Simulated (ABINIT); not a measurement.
# GaSb (I-4m2) in ABINIT: notebook, part 2 of 2

ABINIT 10.8.3 (patched build).

### Step 3. Single point, PBE

Input file run.abi:

```
# Pseudopotentials
pp_dirpath "./"
pseudos "Sb.upf, Ga.upf"

# Structure
acell 3*1.0
rprim
    -5.2032361622     5.2032361622     3.0060005745
     5.2032361622    -5.2032361622     3.0060005745
     5.2032361622     5.2032361622    -3.0060005745
ntypat 2
znucl 51 31
natom 2
typat 1 2
xred
     0.0000000000     0.0000000000     0.0000000000
     0.7500000000     0.2500000000     0.5000000000

# Plane-wave basis
ecut 40.0

# k points
kptopt 1
ngkpt 10 10 10
nshiftk 1
shiftk 0.0 0.0 0.0

# Exchange and correlation
ixc 11

# Bands and occupations
nband 18
occopt 3
tsmear 0.00183747

# SCF cycle
nstep 100
tolvrs 1.0e-10

# Output
iomode 3
prtwf 0
prtden 0
prteig 0
prtebands 0
```

Potentials or basis: PseudoDojo NC SR PBE v0.5 standard.

Launch:

```bash
$ abinit run.abi > log 2>&1
```

run.abo:

```text
.Version 10.8.3 of ABINIT
 Symmetries : space group I-4 m 2 (#119); Bravais tI (body-center tetrag.)
================================================================================
 Values of the parameters that define the memory need of the present run
     intxc =       0    ionmov =       0      iscf =       7    lmnmax =       6
     lnmax =       6     mgfft =      48  mpssoang =       3    mqgrid =    3001
     natom =       2  nloc_mem =       1    nspden =       1   nspinor =       1
    nsppol =       1      nsym =       8    n1xccc =    2501    ntypat =       2
    occopt =       3   xclevel =       2
       mpw =        3958          nfft =      110592          nkpt =         102
================================================================================
================================================================================

--------------------------------------------------------------------------------
------------- Echo of variables that govern the present computation ------------
[... 210 lines left out ...]
- sigma(2 2)= -4.33818276E-01  sigma(3 1)=  0.00000000E+00
- sigma(3 3)=  4.83725528E-01  sigma(2 1)=  0.00000000E+00

== END DATASET(S) ==============================================================
================================================================================

 -outvars: echo values of variables after computation  --------
            acell      1.0000000000E+00  1.0000000000E+00  1.0000000000E+00 Bohr
           etotal     -1.6742565803E+02
            fcart     -1.4251308758E-29 -3.9418513587E-30 -6.2982894567E-30
                       1.4251308758E-29  3.9418513587E-30  6.2982894567E-30
            rprim     -5.2032361622E+00  5.2032361622E+00  3.0060005745E+00
                       5.2032361622E+00 -5.2032361622E+00  3.0060005745E+00
                       5.2032361622E+00  5.2032361622E+00 -3.0060005745E+00
           strten     -1.4745183513E-05 -1.4745183513E-05  1.6441496508E-05
                       0.0000000000E+00  0.0000000000E+00  0.0000000000E+00
           xangst      0.0000000000E+00  0.0000000000E+00  0.0000000000E+00
                       8.2155598227E-17  2.7534339981E+00  7.9535349945E-01
             xred      0.0000000000E+00  0.0000000000E+00  0.0000000000E+00
                       7.5000000000E-01  2.5000000000E-01  5.0000000000E-01
 Calculation completed.
```

Run time: 7.1 min. Hardware: 1 thread of Arm Neoverse V1, shared host; peak memory 0.19 GiB.

Results:

* Free energy: -4555.8842 eV
* Pressure: 0.1 GPa
* Band gap on the k mesh: none (metal or under the smearing width)
* Valence electrons inside the program's atomic spheres: Sb 11.19; Ga 10.76

Stress tensor (GPa, compression positive):
```
 0.43  0.00  0.00
 0.00  0.43  0.00
 0.00  0.00 -0.48
```

Spin-orbit coupling is left out, which matters for the levels of Sb.

### Step 4. Single point, PBE

run.abi is that of step 3.

Potentials or basis: Ansatz NC PBE.

Launch:

```bash
$ abinit run.abi > log 2>&1
```

Run time: 11 min. Hardware: 1 thread of Arm Neoverse V1, shared host; peak memory 0.19 GiB.

The run converged. Its results:

```
Free energy                                           : -4661.3320 eV
Pressure                                              : 0.1 GPa
Band gap on the k mesh                                : none (metal or under the smearing width)
Valence electrons inside the program's atomic spheres : Sb 11.19; Ga 10.76
```

Stress tensor (GPa, compression positive):
```
 0.44  0.00  0.00
 0.00  0.44  0.00
 0.00  0.00 -0.48
```

Levels at points of the mesh, in eV from the Fermi level:
| k point | band 11 | band 12 | band 13 | band 14 | band 15 | band 16 | band 17 | band 18 |
| --- | --- | --- | --- | --- | --- | --- | --- | --- |
| (0.00, 0.00, 0.00) | -11.93 | -2.92 | -1.84 | -1.84 | 3.47 | 4.99 | 7.12 | 7.41 |
| (0.50, 0.00, 0.00) | -8.30 | -5.59 | -2.43 | -1.47 | -1.12 | 2.43 | 3.29 | 5.15 |
| (0.50, 0.50, 0.00) | -10.46 | -8.00 | 0.01 | 1.81 | 2.16 | 2.38 | 4.55 | 6.55 |
| (0.50, 0.50, 0.50) | -9.31 | -5.88 | -4.94 | -4.94 | 3.43 | 4.97 | 10.39 | 10.39 |

The run has no spin-orbit coupling, so splittings on Sb are missing.

### Step 5. Single point, PBE

Changes to run.abi since step 4:

```diff
@@ -2,3 +2,3 @@
 pp_dirpath "./"
-pseudos "Sb.upf, Ga.upf"
+pseudos "51_Sb_15_2.3_2.4_pbe_n_v1.0.psp8, 31_Ga_13_1.9_2.4_pbe_n_v1.0.psp8"
 
@@ -19,3 +19,3 @@
 # Plane-wave basis
-ecut 40.0
+ecut 35.0
```

Potentials or basis: SPMS NC PBE v1.0.

Launch:

```bash
$ abinit run.abi > log 2>&1
```

run.abo:

```text
.Version 10.8.3 of ABINIT
 Symmetries : space group I-4 m 2 (#119); Bravais tI (body-center tetrag.)
================================================================================
 Values of the parameters that define the memory need of the present run
     intxc =       0    ionmov =       0      iscf =       7    lmnmax =       8
     lnmax =       8     mgfft =      45  mpssoang =       4    mqgrid =    3001
     natom =       2  nloc_mem =       1    nspden =       1   nspinor =       1
    nsppol =       1      nsym =       8    n1xccc =    2501    ntypat =       2
    occopt =       3   xclevel =       2
       mpw =        3240          nfft =       91125          nkpt =         102
================================================================================
================================================================================

--------------------------------------------------------------------------------
------------- Echo of variables that govern the present computation ------------
--------------------------------------------------------------------------------
 -outvars: echo values of preprocessed input variables --------
            acell      1.0000000000E+00  1.0000000000E+00  1.0000000000E+00 Bohr
              amu      1.21753000E+02  6.97230000E+01
             ecut      3.50000000E+01 Hartree
                       outvar_i_n : Printing only first  50 k-points.
              ixc          11
                       outvar_i_n : Printing only first  50 k-points.
         kptrlatt       10    0    0      0   10    0      0    0   10
          kptrlen      6.01200115E+01
            natom           2
            nband          18
[... 177 lines left out ...]
xc                  : -4.01103587621855E+01
Ewald energy        : -1.02828555358002E+02
psp_core            :  7.49897686801636E+00
local_psp           : -9.14281801348782E+01
non_local_psp       : -7.13420157184229E+01
internal            : -1.59974602311473E+02
'-kT*entropy'       : -1.76261347247012E-04
total_energy        : -1.59974778572820E+02
total_energy_eV     : -4.35313548936029E+03
band_energy         : -1.36001746542682E+01
...

 Cartesian components of stress tensor (hartree/bohr^3)
  sigma(1 1)= -1.81427607E-05  sigma(3 2)=  0.00000000E+00
  sigma(2 2)= -1.81427607E-05  sigma(3 1)=  0.00000000E+00
  sigma(3 3)=  1.44115367E-05  sigma(2 1)=  0.00000000E+00

-Cartesian components of stress tensor (GPa)         [Pressure=  2.1452E-01 GPa]
- sigma(1 1)= -5.33778448E-01  sigma(3 2)=  0.00000000E+00
- sigma(2 2)= -5.33778448E-01  sigma(3 1)=  0.00000000E+00
- sigma(3 3)=  4.24002050E-01  sigma(2 1)=  0.00000000E+00

== END DATASET(S) ==============================================================
================================================================================

 -outvars: echo values of variables after computation  --------
            acell      1.0000000000E+00  1.0000000000E+00  1.0000000000E+00 Bohr
           etotal     -1.5997477857E+02
            fcart     -3.5334528165E-29 -4.2289621668E-29  9.5534936463E-46
                       3.5334528165E-29  4.2289621668E-29 -9.5534936463E-46
            rprim     -5.2032361622E+00  5.2032361622E+00  3.0060005745E+00
                       5.2032361622E+00 -5.2032361622E+00  3.0060005745E+00
                       5.2032361622E+00  5.2032361622E+00 -3.0060005745E+00
           strten     -1.8142760682E-05 -1.8142760682E-05  1.4411536742E-05
                       0.0000000000E+00  0.0000000000E+00  0.0000000000E+00
           xangst      0.0000000000E+00  0.0000000000E+00  0.0000000000E+00
                       8.2155598227E-17  2.7534339981E+00  7.9535349945E-01
             xred      0.0000000000E+00  0.0000000000E+00  0.0000000000E+00
                       7.5000000000E-01  2.5000000000E-01  5.0000000000E-01
 Calculation completed.
```

It took 4.5 min on 1 thread of Arm Neoverse V1, shared host; peak memory 0.16 GiB.

Results:

```
Free energy                                           : -4353.1355 eV
Pressure                                              : 0.2 GPa
Band gap on the k mesh                                : none (metal or under the smearing width)
Valence electrons inside the program's atomic spheres : Sb 11.22; Ga 10.76
```

### Step 6. The runs side by side

| potentials or basis | cutoff (eV) | gap on the mesh (eV) | pressure (GPa) |
| --- | --- | --- | --- |
| PseudoDojo NC SR PBE v0.4.1 standard | 1088 | none | 0.1 |
| PseudoDojo NC SR PBE v0.5 standard | 1088 | none | 0.1 |
| Ansatz NC PBE | 1088 | none | 0.1 |
| SPMS NC PBE v1.0 | 952 | none | 0.2 |

Alike in all rows: task single point; level PBE; no spin polarisation; cell as given; k mesh 10 × 10 × 10; smearing fermi-dirac 0.05 eV.

Total energies depend on the potentials used, so only differences within one code and one set of settings carry meaning.
